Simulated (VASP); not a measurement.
# Band offsets on InP (110)

Wanted: valence and conduction offsets of GaAs, CdS, GaSb and ZnSe on InP (110), and what a better gap does to them.

Method: LDA; plane waves and PAW (In_d, P), in the first sound run; inputs show where later runs differ, in VASP 6.6.1.

### 1. The starting structure

The structure is cubic, space group F-43m (No. 216). The conventional cell has a = 5.869 Å, b = 5.869 Å, c = 5.869 Å, α = 90.00°, β = 90.00°, γ = 90.00°. In has 4 P at 2.54 Å nearest. Nearest to P lie 4 In at 2.54 Å. Farther neighbours are not listed.

### 2. Relax the substrate crystal, LDA

The substrate sets the in-plane lattice.

This step took 2 runs in a row; the last is shown.

Level: LDA; plane waves and PAW (In_d, P); cell typed or built by script.

Input file INCAR:

```
SYSTEM = InP
PREC = Accurate
ENCUT = 420
EDIFF = 1E-07
NELM = 120
ISMEAR = 0
SIGMA = 0.02
LREAL = .FALSE.
ALGO = Normal
GGA = CA
NBANDS = 24
LORBIT = 11
LWAVE = .FALSE.
LCHARG = .FALSE.
KPAR = 16
IBRION = 2
NSW = 40
ISIF = 3
EDIFFG = -0.005
POTIM = 0.4
```

Input file POSCAR:

```
InP
1.0
    4.1217737773      0.0000000000      0.0000000000
    0.0000000000      5.8277240255      0.0000000000
    0.0000000000      0.0000000000      4.1217737773
In P
2 2
Direct
    0.0000000000      0.0000000000      0.0000000000
    0.5000000000      0.5000000000      0.5000000000
    0.5000000000      0.2500000000      0.0000000000
    0.0000000000      0.7500000000      0.5000000000
```

Input file KPOINTS:

```
Automatic mesh
0
Gamma
7 5 7
0 0 0
```

The projector-augmented-wave data sets are In_d and P (LDA family, release 64).

The run is started by

```console
mpirun -np 16 vasp_std
```

Log:

```text
[banner, memory and clock lines left out]
running   16 mpi-ranks, on    1 nodes
[...]
|                                                                             |
|           W    W    AA    RRRRR   N    N  II  N    N   GGGG   !!!           |
|           W    W   A  A   R    R  NN   N  II  NN   N  G    G  !!!           |
|           W    W  A    A  R    R  N N  N  II  N N  N  G       !!!           |
|           W WW W  AAAAAA  RRRRR   N  N N  II  N  N N  G  GGG   !            |
|           WW  WW  A    A  R   R   N   NN  II  N   NN  G    G                |
|           W    W  A    A  R    R  N    N  II  N    N   GGGG   !!!           |
|                                                                             |
|     For optimal performance we recommend to set                             |
|       NCORE = 2 up to number-of-cores-per-socket                            |
|     NCORE specifies how many cores store one orbital (NPAR=cpu/NCORE).      |
|     This setting can greatly improve the performance of VASP for DFT.       |
[...]
DAV:   4    -0.201708179745E+02   -0.92651E+00   -0.92587E+00  1664   0.277E+01
[...]
DAV:  14    -0.193452341973E+02   -0.24805E-06   -0.10276E-06  1312   0.612E-03    0.203E-02
DAV:  15    -0.193452339688E+02    0.22854E-06   -0.21823E-07  1400   0.273E-03    0.847E-03
DAV:  16    -0.193452339311E+02    0.37674E-07   -0.51067E-08   952   0.171E-03
   1 F= -.19345234E+02 E0= -.19345234E+02  d E =-.193452E+02
[...]
N       E                     dE             d eps       ncg     rms          rms(c)
DAV:   1    -0.193452495514E+02   -0.15583E-04   -0.45996E-04  1832   0.275E-01    0.235E-02
DAV:   2    -0.193452399783E+02    0.95731E-05   -0.31897E-05  1816   0.953E-02    0.107E-02
DAV:   3    -0.193452371803E+02    0.27979E-05   -0.56383E-06  1904   0.420E-02    0.393E-03
DAV:   4    -0.193452370273E+02    0.15304E-06   -0.85396E-07  1704   0.944E-03    0.215E-03
DAV:   5    -0.193452369993E+02    0.28010E-07   -0.33285E-08   944   0.331E-03
   2 F= -.19345237E+02 E0= -.19345237E+02  d E =-.306816E-05
 trial-energy change:   -0.000003  1 .order   -0.000004   -0.000005   -0.000002
 step:   2.0634(harm=  2.0634)  dis= 0.00000  next Energy=   -19.345239 (dE=-0.484E-05)
 reached required accuracy - stopping structural energy minimisation
```

Wall time 16 s (16 MPI ranks of AMD EPYC 7R43, shared host); peak memory 2.6 GiB.

Lines that name or quote the potential files are left out of all logs, and their timing lines are given in words.

From OUTCAR (step 2):

```text
  Total        0.0096324     -0.0093266      0.0096324      0.0000000      0.0000000      0.0000000
  in kB        0.1559013     -0.1509521      0.1559013      0.0000000      0.0000000      0.0000000
  external PRESSURE =       0.0536169 kB  Pullay stress =       0.0000000 kB

 POSITION                                       TOTAL-FORCE (eV/Angst)
 -----------------------------------------------------------------------------------
      4.12187     -0.00000      0.00000         0.000000      0.000000      0.000000
      2.06094      2.91325      2.06094        -0.000000      0.000000     -0.000000
      2.06094      1.45662      4.12187         0.000000     -0.000000      0.000000
      0.00000      4.36987      2.06094         0.000000     -0.000000      0.000000
 -----------------------------------------------------------------------------------
    total drift:                                0.000000     -0.000001     -0.000000

  FREE ENERGIE OF THE ION-ELECTRON SYSTEM (eV)
  ---------------------------------------------------
  free  energy   TOTEN  =       -19.3452369993 eV

  energy  without entropy=      -19.3452369993  energy(sigma->0) =      -19.34523700

 reached required accuracy - stopping structural energy minimisation

[... 3 further parts left out ...]
[key lines of the parts left out:]
E-fermi :   5.3146
```

Read from the output:

- energy(sigma→0) of the program: -19.3452 eV
- stress, compression positive: xx, yy, zz 0.02, -0.02, 0.02 GPa
- volume: 98.991 Å³
- ionic steps: 2

### 3. Bulk band edges, LDA

A bulk run places the substrate's levels against the mean potential at its cores.

Level: LDA; plane waves and PAW (In_d, P); cell typed or built by script.

Input file INCAR:

```
SYSTEM = InP
PREC = Accurate
ENCUT = 420
EDIFF = 1E-06
NELM = 100
ISMEAR = 0
SIGMA = 0.02
LREAL = .FALSE.
ALGO = Normal
GGA = CA
NBANDS = 23
LWAVE = .FALSE.
LCHARG = .FALSE.
KPAR = 16
```

Input file POSCAR:

```
InP
1.0
    4.1218720454      0.0000000000      0.0000000000
    0.0000000000      5.8264994860      0.0000000000
    0.0000000000      0.0000000000      4.1218720454
In P
2 2
Direct
    0.0000000000      0.0000000000      0.0000000000
    0.5000000000      0.5000000000      0.5000000000
    0.5000000000      0.2500000000      0.0000000000
    0.0000000000      0.7500000000      0.5000000000
```

KPOINTS is that of step 2.

Input file KPOINTS_OPT:

```
Line mode
6
Line-mode
Reciprocal
  0.00000000   0.65000000   0.00000000
  0.00000000   1.00000000   0.00000000

  0.32500000   0.00000000   0.32500000
  0.50000000   0.00000000   0.50000000

  0.00000000   0.50000000   0.50000000
  0.50000000   0.50000000   0.00000000
```

The run is started by

```console
mpirun -np 16 vasp_std
```

Log:

```text
[banner, memory and clock lines left out]
running   16 mpi-ranks, on    1 nodes
[...]
[... a notice as in an earlier step ...]

 LDA part: xc-table for (Slater(with rela. corr.)+CA(PZ))
 , standard interpolation
 POSCAR, INCAR and KPOINTS ok, starting setup
[...]
entering main loop
       N       E                     dE             d eps       ncg     rms          rms(c)
DAV:   1     0.276375347025E+03    0.27638E+03   -0.14962E+04  1380   0.154E+03
DAV:   2     0.692030158042E+01   -0.26946E+03   -0.26365E+03  1436   0.384E+02
DAV:   3    -0.191959185717E+02   -0.26116E+02   -0.25925E+02  1738   0.140E+02
DAV:   4    -0.201725493666E+02   -0.97663E+00   -0.97542E+00  1686   0.290E+01
[...]
DAV:  11    -0.193452402022E+02   -0.39375E-05   -0.36734E-04  2238   0.172E-01    0.124E-01
DAV:  12    -0.193452352366E+02    0.49656E-05   -0.38608E-05  1868   0.380E-02    0.340E-02
DAV:  13    -0.193452360797E+02   -0.84318E-06   -0.39909E-06  1476   0.950E-03
   1 F= -.19345236E+02 E0= -.19345236E+02  d E =-.590368E-23
 Start KPOINTS_OPT (optional k-point list driver)
k-point batch [1-18\18]
       N       E                     dE             ncg
DAV:   1     0.291778098722E+04   -0.97812E+04      828
DAV:   2    -0.193832856368E+04   -0.48561E+04      877
DAV:   3    -0.239327703980E+04   -0.45495E+03     1010
DAV:   4    -0.241049043559E+04   -0.17213E+02      991
DAV:   5    -0.241154693191E+04   -0.10565E+01     1319
DAV:   6    -0.241155820436E+04   -0.11272E-01     1015
DAV:   7    -0.241155891023E+04   -0.70587E-03     1338
DAV:   8    -0.241155892273E+04   -0.12502E-04     1076
DAV:   9    -0.241155892312E+04   -0.38766E-06      757
```

Elapsed: 13 s, on 16 MPI ranks; peak memory 2.8 GiB; 2.6 min of CPU time.

Parts of OUTCAR (step 3):

```text
  LATTYP: Found a simple tetragonal cell.
 ALAT       =     4.1218720454
 C/A-ratio  =     1.4135566126

 Subroutine GETGRP returns: Found  8 space group operations
 (whereof  8 operations were pure point group operations)

The static configuration has the point symmetry D_2d.

 Found     30 irreducible k-points:

   k-points           NKPTS =     30   k-points in BZ     NKDIM =     30   number of bands    NBANDS=     23

   dimension x,y,z NGX =    28 NGY =   40 NGZ =   28
   dimension x,y,z NGXF=    56 NGYF=   80 NGZF=   56

   ENCUT  =  420.0 eV  30.87 Ry    5.56 a.u.   6.89  9.74  6.89*2*pi/ulx,y,z

   NELECT =      36.0000    total number of electrons

 E-fermi :   5.3308

 k-point     1 :       0.0000    0.0000    0.0000
  band No.  band energies     occupation
    ...
     14       2.7786      2.00000
     15       2.7786      2.00000
     16       5.1965      2.00000
     17       5.1965      2.00000
     18       5.1981      2.00000
     19       5.7983      0.00000
     20       6.7631      0.00000
     21       7.3172      0.00000
     22       9.1583      0.00000
     23       9.1589      0.00000

 k-point     2 :       0.1429    0.0000    0.0000
  band No.  band energies     occupation
    ...
     14       2.2264      2.00000
     15       2.9118      2.00000
     16       3.8030      2.00000
     17       4.7808      2.00000
     18       5.1207      2.00000
     19       6.8254      0.00000
     20       7.1016      0.00000
     21       8.1393      0.00000
     22       9.0948      0.00000
     23       9.3046      0.00000

  Total        0.0155478     -0.0023712      0.0155478      0.0000000      0.0000000      0.0000000
  in kB        0.2516414     -0.0383785      0.2516414      0.0000000      0.0000000      0.0000000
  external PRESSURE =       0.1549681 kB  Pullay stress =       0.0000000 kB

  energy-cutoff  :      420.00
  volume of cell :       98.99
      direct lattice vectors                 reciprocal lattice vectors
     4.121872045  0.000000000  0.000000000     0.242608210  0.000000000  0.000000000
     0.000000000  5.826499486  0.000000000     0.000000000  0.171629638  0.000000000
     0.000000000  0.000000000  4.121872045     0.000000000  0.000000000  0.242608210

 POSITION                                       TOTAL-FORCE (eV/Angst)
 -----------------------------------------------------------------------------------
      0.00000      0.00000      0.00000        -0.000000      0.000000      0.000000
      2.06094      2.91325      2.06094         0.000000      0.000000     -0.000000
      2.06094      1.45662      0.00000        -0.000000     -0.000000      0.000000
      0.00000      4.36987      2.06094        -0.000000     -0.000000      0.000000
 -----------------------------------------------------------------------------------
    total drift:                                0.000000     -0.000001      0.000000

  FREE ENERGIE OF THE ION-ELECTRON SYSTEM (eV)
  ---------------------------------------------------
  free  energy   TOTEN  =       -19.3452360797 eV

  energy  without entropy=      -19.3452360797  energy(sigma->0) =      -19.34523608

[... 7 further parts left out ...]
```

Read from the output:

* energy(sigma→0) of the program: -19.3452 eV
* stress, compression positive: xx, yy, zz 0.03, 0.00, 0.03 GPa

The run ends at a pressure of 0.02 GPa.

### 4. Bulk band edges, HSE06

At this level only the shift of the substrate's edges against the mean potential of the cell is used.

Level: HSE06; plane waves and PAW (In_d, P); cell typed or built by script.

INCAR: that of step 3 with these lines changed.

```diff
@@ -9,6 +9,11 @@
 ALGO = Normal
-GGA = CA
+LHFCALC = .TRUE.
+AEXX = 0.25
+GGA = PE
+HFSCREEN = 0.2
+LASPH = .TRUE.
 NBANDS = 23
+PRECFOCK = Fast
 LWAVE = .FALSE.
 LCHARG = .FALSE.
-KPAR = 16
+KPAR = 4
```

POSCAR is that of step 3.

Input file KPOINTS:

```
Automatic mesh
0
Gamma
4 3 4
0 0 0
```

KPOINTS_OPT is that of step 3.

The run is started by

```console
mpirun -np 16 vasp_std
```

Log:

```text
[banner, memory and clock lines left out]
running   16 mpi-ranks, on    1 nodes
[...]
[... a notice as in an earlier step ...]

|                                                                             |
|               ----> ADVICE to this user running VASP <----                  |
|                                                                             |
|     You enforced a specific xc type in the INCAR file but a different       |
|     [... a line on the potential file left out ...]
|     I HOPE YOU KNOW WHAT YOU ARE DOING!                                     |
|                                                                             |

 LDA part: xc-table for (Slater+PW92), standard interpolation
|                                                                             |
|           W    W    AA    RRRRR   N    N  II  N    N   GGGG   !!!           |
|           W    W   A  A   R    R  NN   N  II  NN   N  G    G  !!!           |
|           W    W  A    A  R    R  N N  N  II  N N  N  G       !!!           |
[...]
DAV:  10    -0.200336723109E+02    0.37411E-06   -0.10511E-06   528   0.836E-03
   1 F= -.20033672E+02 E0= -.20033672E+02  d E =-.565218E-25
 Start KPOINTS_OPT (optional k-point list driver)
k-point batch [1-12\18]
       N       E                     dE             ncg
DAV:   1     0.162225814580E+04   -0.50734E+04      576
DAV:   2    -0.219543450386E+04   -0.38177E+04      616
DAV:   3    -0.258106260930E+04   -0.38563E+03      720
DAV:   4    -0.259990901846E+04   -0.18846E+02      688
DAV:   5    -0.260071562698E+04   -0.80661E+00      928
DAV:   6    -0.260072854854E+04   -0.12922E-01      736
DAV:   7    -0.260072894049E+04   -0.39196E-03      920
DAV:   8    -0.260072894803E+04   -0.75353E-05      736
DAV:   9    -0.260072894822E+04   -0.19801E-06      488
k-point batch [13-18\18]
       N       E                     dE             ncg
DAV:   1     0.723980012846E+04   -0.42448E+04      288
DAV:   2     0.529460890220E+04   -0.19452E+04      296
DAV:   3     0.508046978789E+04   -0.21414E+03      368
DAV:   4     0.506897033965E+04   -0.11499E+02      344
DAV:   5     0.506855304673E+04   -0.41729E+00      440
DAV:   6     0.506854439150E+04   -0.86552E-02      384
DAV:   7     0.506854416876E+04   -0.22274E-03      440
DAV:   8     0.506854416403E+04   -0.47254E-05      352
DAV:   9     0.506854416390E+04   -0.13880E-06      256
```

Elapsed: 4.1 min, on 16 MPI ranks; peak memory 3.3 GiB.

From OUTCAR (step 4):

```text
 POSITION                                       TOTAL-FORCE (eV/Angst)
 -----------------------------------------------------------------------------------
      0.00000      0.00000      0.00000         0.000000      0.000000     -0.000000
      2.06094      2.91325      2.06094        -0.000000      0.000000     -0.000000
      2.06094      1.45662      0.00000         0.000000      0.000000      0.000000
      0.00000      4.36987      2.06094        -0.000000      0.000000      0.000000
 -----------------------------------------------------------------------------------
    total drift:                               -0.000056     -0.000005     -0.000075

  FREE ENERGIE OF THE ION-ELECTRON SYSTEM (eV)
  ---------------------------------------------------
  free  energy   TOTEN  =       -20.0336723109 eV

  energy  without entropy=      -20.0336723109  energy(sigma->0) =      -20.03367231

[... 1 part as in an earlier step ...]

[... 2 further parts left out ...]
[key lines of the parts left out:]
E-fermi :   5.1500
```

Read from the output:

```
energy(sigma→0) of the program : -20.0337 eV
```

### 5. Bulk band edges, HSE06 with spin-orbit coupling

At this level only the shift of the substrate's edges against the mean potential of the cell is used.

Level: HSE06, spin-orbit coupling; plane waves and PAW (In_d, P); cell typed or built by script.

INCAR: that of step 4 with these lines changed.

```diff
@@ -14,3 +14,7 @@
 LASPH = .TRUE.
-NBANDS = 23
+LNONCOLLINEAR = .TRUE.
+MAGMOM = 0 0 0 0 0 0 0 0 0 0 0 0
+NBANDS = 46
+GGA_COMPAT = .FALSE.
+LSORBIT = .TRUE.
 PRECFOCK = Fast
```

POSCAR is that of step 4.

KPOINTS is that of step 4.

KPOINTS_OPT is that of step 4.

The run is started by

```console
mpirun -np 16 vasp_ncl
```

Log:

```text
[banner, memory and clock lines left out]
running   16 mpi-ranks, on    1 nodes
[...]
[... a notice as in an earlier step ...]

 [... a notice as in an earlier step ...]

 LDA part: xc-table for (Slater+PW92), standard interpolation
|                                                                             |
|           W    W    AA    RRRRR   N    N  II  N    N   GGGG   !!!           |
|           W    W   A  A   R    R  NN   N  II  NN   N  G    G  !!!           |
|           W    W  A    A  R    R  N N  N  II  N N  N  G       !!!           |
|           W WW W  AAAAAA  RRRRR   N  N N  II  N  N N  G  GGG   !            |
|           WW  WW  A    A  R   R   N   NN  II  N   NN  G    G                |
|           W    W  A    A  R    R  N    N  II  N    N   GGGG   !!!           |
|                                                                             |
|     The number of bands has been changed from the values supplied in        |
|     The orbitals not found in the WAVECAR file will be initialized with     |
[...]
1 F= -.20104049E+02 E0= -.20104049E+02  d E =-.156524E-32  mag=     0.0000     0.0000    -0.0000
 Start KPOINTS_OPT (optional k-point list driver)
k-point batch [1-15\18]
       N       E                     dE             ncg
DAV:   1     0.293397230149E+04   -0.58831E+04     1456
DAV:   2    -0.241914695623E+04   -0.53531E+04     1472
DAV:   3    -0.319344365630E+04   -0.77430E+03     1640
DAV:   4    -0.325182822997E+04   -0.58385E+02     1688
DAV:   5    -0.325453169922E+04   -0.27035E+01     2208
DAV:   6    -0.325459560957E+04   -0.63910E-01     2160
DAV:   7    -0.325459683110E+04   -0.12215E-02     2176
DAV:   8    -0.325459686316E+04   -0.32059E-04     2112
DAV:   9    -0.325459686414E+04   -0.98073E-06     1216
k-point batch [16-18\18]
       N       E                     dE             ncg
DAV:   1     0.896798056590E+04   -0.17806E+04      288
DAV:   2     0.790282537628E+04   -0.10652E+04      288
DAV:   3     0.774572919390E+04   -0.15710E+03      336
DAV:   4     0.773366763230E+04   -0.12062E+02      368
DAV:   5     0.773314350482E+04   -0.52413E+00      424
DAV:   6     0.773313104671E+04   -0.12458E-01      432
DAV:   7     0.773313078048E+04   -0.26623E-03      456
DAV:   8     0.773313077455E+04   -0.59251E-05      424
DAV:   9     0.773313077438E+04   -0.17077E-06      272
```

Elapsed: 19 min, on 16 MPI ranks; peak memory 5.7 GiB.

Parts of OUTCAR (step 5):

```text
 POSITION                                       TOTAL-FORCE (eV/Angst)
 -----------------------------------------------------------------------------------
      0.00000      0.00000      0.00000         0.000000      0.000000     -0.000000
      2.06094      2.91325      2.06094         0.000000      0.000000      0.000000
      2.06094      1.45662      0.00000         0.000000      0.000000      0.000000
      0.00000      4.36987      2.06094         0.000000      0.000000      0.000000
 -----------------------------------------------------------------------------------
    total drift:                               -0.000019     -0.000001     -0.000024

  FREE ENERGIE OF THE ION-ELECTRON SYSTEM (eV)
  ---------------------------------------------------
  free  energy   TOTEN  =       -20.1040493294 eV

  energy  without entropy=      -20.1040493294  energy(sigma->0) =      -20.10404933

[... 1 part as in an earlier step ...]

[... 2 further parts left out ...]
[key lines of the parts left out:]
E-fermi :   5.2025
```

Numbers from this step:

* energy(sigma→0) of the program: -20.1040 eV

(Part 1 of 3 ends here.)

[Lines on the potential files, build, host, timing and source positions are cut from VASP's logs without a mark.]

[Logs are printed without paths, hosts, clocks, repeated set-up lines and the standing remarks that a program may print on its own settings, such as how far it seeks lower states.]

[Hosts, paths, dates, database ids (printed as entryN), source tags and the programs' standing remarks are cut or masked in the printed files.]

[In band tables of VASP the shares of atoms and orbitals are scaled to a sum of 1 inside the atoms' spheres.]
